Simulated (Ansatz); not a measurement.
# AlCu3 (Fm-3m) in Ansatz: a run that goes wrong, beside a sound one

Two runs on AlCu3: the first has a flaw, the second is sound.

All numbers are computed with Ansatz 0.2.0; they aren't measurements. Logs are shortened: lines on timing, memory, paths and dates and some standing lists are left out, and cuts for length are marked.

### 1 The structure

It takes space group Fm-3m (No. 225, cubic). Conventional cell: a = 5.776 Å, b = 5.776 Å, c = 5.776 Å, α = 90.00°, β = 90.00°, γ = 90.00°. Around Cu (site symmetry -43m) lie 4 Al at 2.50 Å and 4 Cu at 2.50 Å. Cu (site symmetry m-3m) is surrounded by 8 Cu at 2.50 Å. Al (site symmetry m-3m) has 8 Cu at 2.50 Å as nearest neighbours.

The cell comes from a database or a generator and needn't be the stable form of this composition.

### 2 A run with an altered input

The input, input.yaml:

```yaml
crystal:
  lattice:
    - [0.0, 2.888010988, 2.888010988]
    - [2.888010988, 0.0, 2.888010988]
    - [2.888010988, 2.888010988, 0.0]
  atoms:
    - { symbol: Cu, position: [0.75, 0.75, 0.75] }
    - { symbol: Cu, position: [0.25, 0.25, 0.25] }
    - { symbol: Cu, position: [0.5, 0.5, 0.5] }
    - { symbol: Al, position: [0.0, 0.0, 0.0] }
hamiltonian:
  xc: pbesol
  pseudopotentials: { kind: paw }
kpoints:
  mp_grid: { grid: [8, 8, 8] }
scf:
  occupations: { method: fermi_dirac, width: 0.05 }
  max_iter: 75
output:
  forces: true
  stress: true
  eigenvalues: true
relax:
  f_tol: 0.01
  max_steps: 40
  cell: { stress_tol: 0.05 }
basis:
  ecutwfc: "40 Ry/bohr"
```

Potentials or basis: Ansatz PAW.

Run with:

```
$ ansatz run input.yaml --threads 2 --pin off --max-ram 5632MiB --backend cpu --events-out ev --progress --plain --runs-dir out
```

The program printed:

```text
Error: YAML parse error: error: line 28 column 12: unknown unit factor `Ry/bohr`
  --> <input>:28:12
   |
26 |   cell: { stress_tol: 0.05 }
27 | basis:
28 |   ecutwfc: "40 Ry/bohr"
   |            ^ unknown unit factor `Ry/bohr`
```

It took 0.05 s on 2 threads of Intel Xeon Platinum 8375C at 2.90GHz (Ice Lake), shared host; peak memory 0.03 GiB.

The input was rejected before any iteration. What is wrong with the input: a cutoff in the wrong unit (basis.ecutwfc = 40 Ry/bohr).

### 3 Relaxation of cell and atoms, PBEsol

input.yaml: that of step 2 with these lines changed.

```diff
@@ -17,3 +17,2 @@
   occupations: { method: fermi_dirac, width: 0.05 }
-  max_iter: 75
 output:
@@ -26,3 +25 @@
   cell: { stress_tol: 0.05 }
-basis:
-  ecutwfc: "40 Ry/bohr"
```

Potentials or basis: Ansatz PAW.

Run with:

```
$ ansatz run input.yaml --threads 2 --pin off --max-ram 5632MiB --backend cpu --events-out ev --progress --plain --runs-dir out
```

Run time: 8.9 s. Hardware: 2 threads of Intel Xeon Platinum 8375C at 2.90GHz (Ice Lake), shared host; peak memory 0.4 GiB.

The run converged. Its results:

| Property | Result |
| --- | --- |
| Free energy | -20291.5926 eV |
| Relaxed volume | 11.98 Å³/atom |
| Relaxed cell | a = 4.077 Å, b = 4.077 Å, c = 4.077 Å, α = 60.00°, β = 60.00°, γ = 60.00° |
| Space group after relaxing (to 0.05 Å) | Fm-3m (No. 225) |
| Energy gained by relaxing | 0.2 meV/atom |
| Ionic steps | 4 |
| Pressure after relaxing | 0.0 GPa |
| Band gap on the k mesh | none (metal or under the smearing width) |

Step by step:
```
step  energy change (eV)  largest force (eV/Å)  volume (Å³)
   1              0.0000                0.0000        48.18
   2             -0.0006                0.0000        48.03
   3             -0.0007                0.0000        47.93
   4             -0.0006                0.0000        47.93
```

Final structure:
```xyz
4
Lattice="0.0000 2.8831 2.8831 2.8831 0.0000 2.8831 2.8831 2.8831 0.0000" Properties=species:S:1:pos:R:3 pbc="T T T"
Cu    4.3247    4.3247    4.3247
Cu    1.4416    1.4416    1.4416
Cu    2.8831    2.8831    2.8831
Al    0.0000    0.0000    0.0000
```

Levels at points of the mesh, in eV from the Fermi level:
| k point | band 26 | band 27 | band 28 | band 29 | band 30 | band 31 | band 32 | band 33 | band 34 | band 35 |
| --- | --- | --- | --- | --- | --- | --- | --- | --- | --- | --- |
| (0.00, 0.00, 0.00) | -2.57 | -2.46 | -2.46 | 3.74 | 3.74 | 3.74 | 4.19 | 4.19 | 4.19 | 5.15 |
| (0.00, 0.00, -0.50) | -2.57 | -2.41 | -2.41 | -2.13 | 2.66 | 2.66 | 2.95 | 2.95 | 3.64 | 5.55 |
| (0.00, -0.50, -0.50) | -2.32 | -2.32 | -2.28 | -2.20 | -2.20 | -2.08 | 1.99 | 2.39 | 10.87 | 10.87 |

Caveat: the plane-wave basis is chosen anew once the cell has moved, so the energies of steps on either side of that aren't comparable; the PAW data sets come from PBE, with cores solved anew for the run's functional, which leaves a small shift of forces and pressure.
